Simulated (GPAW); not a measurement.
Here is a GPAW 26.7.0 calculation.

run.py

```python
from ase.dft.bandgap import bandgap
from ase.io import read, write
from gpaw import GPAW, PW

atoms = read('C.cif')

calc = GPAW(mode=PW(600),
            xc={'name': 'HYB_GGA_XC_BHANDHLYP', 'fraction': 0.5, 'omega': 0.0, 'backend': 'pw'},
            kpts={'size': (6, 6, 6), 'gamma': True},
            occupations={'name': 'fermi-dirac', 'width': 0.05},
            nbands=9,
            convergence={'density': 1e-05, 'energy': 1e-05},
            maxiter=60,
            txt='gpaw.txt')
atoms.calc = calc
energy = atoms.get_potential_energy()
calc.write('gs.gpw')
write('result.traj', atoms)
print(f'Energy: {energy:.6f} eV')
print('Fermi level:', round(calc.get_fermi_level(), 4), 'eV')
print(f'Gap: {bandgap(calc)[0]:.4f} eV, direct: {bandgap(calc, direct=True)[0]:.4f} eV')
```

The input C.cif:

```cif
data_C
_cell_length_a 2.52206604
_cell_length_b 2.52206604
_cell_length_c 2.52206604
_cell_angle_alpha 60.00000000
_cell_angle_beta 60.00000000
_cell_angle_gamma 60.00000000
_space_group_name_H-M_alt 'P1'
_space_group_name_Hall 'P 1'
_space_group_IT_number 1
loop_
_space_group_symop_operation_xyz
'x,y,z'
loop_
_atom_site_label
_atom_site_type_symbol
_atom_site_symmetry_multiplicity
_atom_site_Wyckoff_symbol
_atom_site_fract_x
_atom_site_fract_y
_atom_site_fract_z
_atom_site_occupancy
C1 C 1 a 0.7500000000 0.7500000000 0.7500000000 1
C2 C 1 a 0.5000000000 0.5000000000 0.5000000000 1
```

Potentials or basis: GPAW PAW data sets (gpaw-data 1.2.1), pw.

Command:

```console
$ OMP_NUM_THREADS=1 python run.py
```

(1) What does it give for the band gap on the k mesh?

## Answers

(1) 8.43 eV, indirect (least direct gap 10.13 eV).

Caveat: the k mesh is coarse (spacing up to 0.51 Å⁻¹), so the values aren't converged, least of all with exact exchange.
